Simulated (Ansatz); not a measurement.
## Two Ansatz runs on Sb

Structure: COD 9009654, as refined from experiment and not relaxed.

First run: DFT, PBEsol, PAW with Ansatz's default frozen-core files, scalar-relativistic (Ansatz 0.2.0).

Command: `ansatz run input.yaml --threads 1 --pin off --max-ram 2048MiB --backend cpu --events-out ev --progress --plain --runs-dir out` The run took 2.9 s on 1 thread of AMD EPYC 9R45 96-Core Processor (Zen 5), on a shared host, peak memory 0.46 GiB.

```yaml
crystal:
  lattice:
    - [2.150600332, 1.2416496806, 3.744]
    - [-2.150600332, 1.2416496806, 3.744]
    - [0.0, -2.4832993611, 3.744]
  atoms:
    - { symbol: Sb, position: [0.23364, 0.23364, 0.23364] }
    - { symbol: Sb, position: [0.76636, 0.76636, 0.76636] }
kpoints:
  mp_grid: { grid: [9, 9, 9] }
  band_path:
    path:
      - [0.0, 0.0, 0.0]
      - [0.5, 0.5, 0.5]
      - [0.7600111779, 0.2399888221, 0.5]
      - [0.5, -0.2399888221, 0.2399888221]
      - [0.5, 0.0, 0.0]
      - [0.0, 0.0, 0.0]
      - [0.369994411, -0.369994411, 0.0]
      - [0.630005589, 0.0, 0.369994411]
      - [0.5, 0.0, 0.5]
    npoints: 5
scf:
  occupations: { method: fermi_dirac, width: 0.05 }
hamiltonian:
  xc: pbesol
  pseudopotentials: { kind: paw }
output:
  forces: true
  stress: true
  eigenvalues: true
  efg: { contact_densities: true }
  write_density: true
  write_potential: true
  elf: true
  volumetric_format: npy
```

Result: converged; pressure 0.42 GPa; largest force 0.144 eV/Å; gap on the k mesh 0.06 eV (the mesh can miss the band edges); 7 SCF iterations.

No spin–orbit coupling, which matters for the heavy atoms here.

The input is then changed:

```diff
@@ -23,7 +23,9 @@
 scf:
   occupations: { method: fermi_dirac, width: 0.05 }
+  mixing: { preconditioner: none }
 hamiltonian:
   xc: pbesol
   pseudopotentials: { kind: paw }
+  dispersion: d4
 output:
   forces: true
@@ -31,7 +33,5 @@
   eigenvalues: true
   efg: { contact_densities: true }
-  write_density: true
-  write_potential: true
-  elf: true
-  volumetric_format: npy
+basis:
+  ecutrho_ratio: 9
```

(1) What does the second run give?

Answers

(1) It converged; pressure -1.07 GPa; largest force 0.142 eV/Å; gap on the k mesh 0.06 eV (the mesh can miss the band edges); 6 SCF iterations.
